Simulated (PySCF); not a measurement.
Simulated C 1s region for `C1CCNC1`, binding energy against the vacuum level.

Every computed line was given a Gaussian of 0.8 eV full width at half maximum and an area set by the number of equivalent atoms; the highest printed point is 100. Computed, not measured: PySCF, delta-SCF UKS SCAN, pcX-2 on the ionised atom, pcseg-1 elsewhere, spin-free X2C.

binding energy (eV), intensity and a bar:
```
    289.3          0 
    289.4          1 
    289.5          3 #
    289.6          5 ##
    289.7         10 ###
    289.8         18 #####
    289.9         29 #########
    290.0         44 #############
    290.1         60 ##################
    290.2         76 #######################
    290.3         88 ###########################
    290.4         97 #############################
    290.5        100 ##############################
    290.6        100 ##############################
    290.7         98 #############################
    290.8         98 #############################
    290.9         99 ##############################
    291.0        100 ##############################
    291.1         99 ##############################
    291.2         93 ############################
    291.3         83 #########################
    291.4         68 ####################
    291.5         52 ################
    291.6         37 ###########
    291.7         24 #######
    291.8         14 ####
    291.9          8 ##
    292.0          4 #
    292.1          2 
    292.2          1 
    292.3          0
```

**Question.** How many maxima does the curve show, and how many computed lines lie under it?

**Answer.** The curve has 2 maxima (at 290.5 and 291.0 eV). Under it lie 2 lines from 2 inequivalent carbon sites.

**Question.** Decompose the envelope and assign each component. Numbering: `[CH2:1]1[CH2:2][CH2:3][NH:4][CH2:5]1`.

**Answer.** 
```
position (eV)  relative area  line  atoms                   environment
       290.41              2  C 1s  C1/C2               ring CH2 carbon
       291.15              2  C 1s  C3/C5  sp3 carbon bound to nitrogen
```

**Question.** Above which line width would these two lines show one maximum?

**Answer.** Two equal Gaussians merge once their distance is under 2σ = FWHM/1.177. With 0.74 eV between them that is a full width over 0.87 eV.

The listed C 1s values span 0.74 eV, from C1/C2 (bonded to 2 C and 2 H) to C3/C5 (bonded to N, C and 2 H).

No satellites, vibrations or lifetime broadening are included. One atom of each set of topologically equivalent atoms was ionised and stands for the set; in this conformer not all members are related by symmetry, and their own values weren't computed. One conformer (not necessarily the lowest) at the PBE0-D3(BJ)/def2-SVP geometry, without solvent, vibrations or thermal averaging.

The run took 18 s on an Intel Xeon Platinum 8488C with one thread, shared host, and the process peaked at 0.50 GiB of memory.
